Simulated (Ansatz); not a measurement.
# CoSi (P2_13), one atom moved along a line

All numbers below come from Ansatz, DFT PBE, scalar-relativistic, plane waves, PAW. Settings: plane waves to 420 eV, k-mesh 10×10×10 (Γ-centred), Gaussian smearing 0.15 eV. No spin polarisation. A magnetic state may lie lower. Energies are free energies at this smearing, counted from the undisturbed cell; pressure is positive in compression.

The starting cell (relaxed at this level):

```
Co Si
1.0
     4.43085    0.00000    0.00000
     0.00000    4.43085    0.00000
     0.00000    0.00000    4.43085
Co Si
4 4
Direct
  0.14502 0.14502 0.14502
  0.35498 0.85498 0.64502
  0.64502 0.35498 0.85498
  0.85498 0.64502 0.35498
  0.84316 0.84316 0.84316
  0.65684 0.15684 0.34316
  0.34316 0.65684 0.15684
  0.15684 0.34316 0.65684
```

Atom 1 (Co) is moved by x along the Cartesian unit vector (0.341, -0.472, -0.813); the cell and all other atoms stay fixed. The cell is metallic on the mesh throughout.

```
  x (Å)  ΔE (meV/cell) force along x on the moved atoms (eV/Å) pressure (GPa)
-0.2000          248.7                                     2.54             1.0
-0.1000           61.2                                     1.23             0.1
 0.0000            0.0                                     0.00             0.0
 0.0500           15.2                                    -0.61             0.2
 0.1500              ?                                    -1.86               ?
 0.2000          247.2                                    -2.52             1.9
```

Problem. Give the withheld values.

Solution. ΔE (meV/cell) at x (Å) = 0.1500: 138.0; pressure (GPa) at x (Å) = 0.1500: 1.1.

Cost: 6 runs of about 13 core-minutes in all, on Intel Xeon Platinum 8259CL (Skylake/Cascade Lake) (shared hosts).